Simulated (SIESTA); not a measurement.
**SnO under changes of volume**

One of the cells (18.125 Å³/atom); the others are scaled copies at fixed shape and fractional positions:

```xyz
4
Lattice="3.8390 0.0000 0.0000 0.0000 3.8390 0.0000 0.0000 0.0000 4.9193" Properties=species:S:1:pos:R:3 pbc="T T T"
Sn    1.9195    0.0000    3.7614
Sn    0.0000    1.9195    1.1579
O     0.0000    0.0000    0.0000
O     1.9195    1.9195    0.0000
```

The cell is a database's computed one.

- Program: SIESTA 5.4.2
- Functional: PBE
- Potentials or basis: PseudoDojo 0.4 standard (PBE files)
- Basis: DZP (energy shift 0.003 Ry; two zetas on semicore shells)
- Grid cutoff: 800 Ry
- Energy shift: 0.003 Ry
- k mesh: 7 × 7 × 6
- Occupations: fermi-dirac, width 0.05 eV
- Spin: no spin polarisation

| volume (Å³/atom) | energy over the lowest point (meV/atom) | pressure (GPa) | gap on the mesh (eV) | largest force (eV/Å) |
| --- | --- | --- | --- | --- |
| 16.703 | 93.17 | 14.6 | 0.15 | 2.031 |
| 17.058 | 63.97 | 11.7 | 0.23 | 1.631 |
| 17.414 | ? | ? | ? | ? |
| 18.125 | 11.31 | 4.5 | 0.44 | 0.630 |
| 18.480 | 3.61 | 2.5 | 0.50 | 0.343 |
| 18.835 | 0.00 | 0.8 | 0.56 | 0.080 |

Q: What does the run at 17.414 Å³/atom give?

A: Energy over the lowest point 41.02 meV/atom; pressure 9.0 GPa; gap on the mesh 0.30 eV; largest force 1.269 eV/Å.

Worked out: A Birch-Murnaghan fit of order 3 (a polynomial in V^(-2/3)) to the other rows has its minimum at 19.00 Å³/atom, just outside them, with B0 = V·E''(V) = 85 GPa and B' = 4.5 at fixed shape and positions, which overstates the stiffness. It gives 40.95 meV/atom at 17.414 Å³/atom, against the run's 41.02, and -dE/dV = 9.0 GPa, against 9.0. A straight line through the other rows of the gap, of slope 3.41 eV per unit of ln V, gives 0.30 eV, against the run's 0.30.

Energies are extrapolated to zero smearing.

Caveats: spin-orbit coupling is left out, which moves the levels of the heavy elements; an odd mesh through Γ misses points on the zone boundary, where band edges often lie; the basis of atomic orbitals isn't converged, which shifts pressures, moduli and gaps; forces of over 1 eV/Å show positions far from the minimum, so gaps and moduli don't describe the material at rest (some runs).
